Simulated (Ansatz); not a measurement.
An Ansatz run on B (R-3m) from a database of computed structures left the output below. The cell was relaxed beforehand with r2SCAN.

The cell:
```xyz
12
Lattice="2.4494 1.4142 4.1712 -2.4494 1.4142 4.1712 0.0000 -2.8283 4.1712" Properties=species:S:1:pos:R:3 pbc="T T T"
B    -1.5788    0.9115    2.8121
B     0.0000   -1.8230    2.8121
B     1.5788    0.9115    2.8121
B    -1.5788   -0.9115    9.7015
B     1.5788   -0.9115    9.7015
B     0.0000    1.8230    9.7015
B    -1.0073    0.5816    4.4747
B     0.0000   -1.1632    4.4747
B     1.0073    0.5816    4.4747
B    -1.0073   -0.5816    8.0389
B     1.0073   -0.5816    8.0389
B     0.0000    1.1632    8.0389
```

The log, with set-up remarks and timings taken out:
```
scf.n_extra_bands = 7 over 18 filled bands (N_el = 36.0): the run solves 25 bands
Pseudopotential: B, paw, valence charge 3, recommended cutoff 420 eV
Crystal: 12 atoms, lattice volume = 86.691 Å³
Basis set: ecut = 420 eV, 1693 PW (Γ)
Bands: 25, of which v1, the nominal top of the filled ones, is band 18 counted from 1 (17 counted from 0)
Symmetry: 12 space group operations
Space group: R-3m (ITA 166)
k-points: 32 of 216
preconditioner: auto → none  [insulator: Δε(μ)=1.594 eV  σ=0.020 eV  ℏωp=23.9 eV]
SCF converged after 6 iterations
Free energy (F): -1870.969164 eV
Fermi energy:    9.815299 eV
--- Per-component energies (eV) ---
  E_band       = 93.657291
  E_kinetic    = 599.515937
  E_local      = -372.365706
  E_nonlocal   = 136.064210
  E_hartree    = 112.672902
  E_xc         = -389.421584
  E_vxc        = -462.656715
  E_paw        = -943.442632
  E_vpaw       = -32.245519
  E_ewald      = -1013.992258
--- Forces (eV/Å), atoms counted from 1 ---
  atom   1  B       0.03250    -0.01876      0.03069
  atom   2  B       0.00000      0.03752      0.03069
  atom   3  B     -0.03250    -0.01876      0.03069
  atom   4  B       0.03250      0.01876    -0.03069
  atom   5  B     -0.03250      0.01876    -0.03069
  atom   6  B       0.00000    -0.03752    -0.03069
  atom   7  B       0.11927    -0.06886      0.01565
  atom   8  B       0.00000      0.13773      0.01565
  atom   9  B     -0.11927    -0.06886      0.01565
  atom  10  B       0.11927      0.06886    -0.01565
  atom  11  B     -0.11927      0.06886    -0.01565
  atom  12  B       0.00000    -0.13773    -0.01565
--- Stress (GPa, compression-positive) ---
        0.760969       0.000000       0.000000
        0.000000       0.760969       0.000000
        0.000000       0.000000       1.619859
  P = ⅓ Tr σ = 1.0473 GPa (10.473 kbar)
--- Band table (eV; the first three rows and the last of 32) ---
  k-point 0: bands = […, 4.6547, 4.6547, 7.7481, 8.2558, 8.2558, 8.6972, 10.6304, 13.6313, 13.6313, 13.8505, …]
  k-point 1: bands = […, 4.8412, 5.3728, 7.4026, 7.7421, 7.8794, 8.4058, 10.8868, 12.6103, 13.0682, 14.4061, …]
  k-point 2: bands = […, 5.6099, 5.9035, 6.5697, 6.7210, 7.0575, 8.4745, 11.1804, 12.8117, 12.9753, 13.4774, …]
  k-point 31: bands = […, 5.7701, 5.7701, 6.1384, 7.2307, 7.2307, 9.0537, 11.7913, 11.9086, 11.9086, 14.0186, …]
```

Q: Which of these blocks stood in the input: relax, gw, phonons, dielectric, magnetization (spin_orbit)?

A: None of them. A single point prints forces and stress when the output block asks for them.

Q: Which k mesh was typed?

A: 6×6×6, Γ-centred.

Q: How were the bands filled?

A: With smearing of width σ = 0.02 eV (Fermi-Dirac in this run).

Q: Which functional?

A: PBE. There is no exchange loop, so no exact exchange. The compression on the r2SCAN cell fits PBE, which tends to larger cells. The lines shown narrow the functional down without fixing it; this is the one that was run.

It took 20 s on 1 × NVIDIA H100 80GB HBM3 with 2 threads of AMD EPYC 7R13 Processor (Zen 3) (shared host), load about 4.8 per core; peak host memory 0.99 GiB.

(Simulation; spin polarisation is off.)
